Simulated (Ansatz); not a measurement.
BP (h-MgO type) (no longer in that coordination) was relaxed with 5 functionals in the PAW code Ansatz, cell and atoms free, the symmetry of the start kept (meshes: PBE 12×12×6, r2SCAN 12×12×2, PBEsol 12×12×2, LDA 12×12×2, HSE06 6×6×2). All values are calculated for a non-magnetic cell, which may be hypothetical.

The HSE06 result:
```cif
data_structure
_symmetry_space_group_name_H-M 'P6_3/mmc'
_symmetry_Int_Tables_number 194
_cell_length_a 3.2010
_cell_length_b 3.2010
_cell_length_c 9.1517
_cell_angle_alpha 90.000
_cell_angle_beta 90.000
_cell_angle_gamma 120.000
_cell_volume 81.21
loop_
_atom_site_label
_atom_site_type_symbol
_atom_site_symmetry_multiplicity
_atom_site_Wyckoff_symbol
_atom_site_fract_x
_atom_site_fract_y
_atom_site_fract_z
_atom_site_occupancy
B1 B 2 c 0.33333 0.66667 0.25000 1
P1 P 2 d 0.66667 0.33333 0.25000 1
```

The symmetry is P6_3/mmc (No. 194, hexagonal); conventional cell a = 3.201 Å, c = 9.152 Å, 20.30 Å³ an atom. B is surrounded by 3 P at 1.85 Å; P is surrounded by 3 B at 1.85 Å.

Question: What lattice does LDA give?

Answer: a = 3.180 Å, c = 7.887 Å; the volume differs by -14.9 % from HSE06's. B has 3 P at 1.84 Å; P has 3 B at 1.84 Å.

Question: What lattice does PBE give?

Answer: a = 3.214 Å, c = 9.865 Å; the volume differs by +8.7 % from HSE06's. Around B lie 3 P at 1.86 Å; around P lie 3 B at 1.86 Å.

Question: Held at the r2SCAN cell, what mean stress do LDA and PBE find, and does its sign point to their own minimum?

Answer: Yes. LDA -2.46 GPa, and its relaxed volume is -8.2 % from r2SCAN's; PBE +1.16 GPa, and its relaxed volume is +17.3 % from r2SCAN's. Compression counts positive, so a positive stress asks for a larger cell.
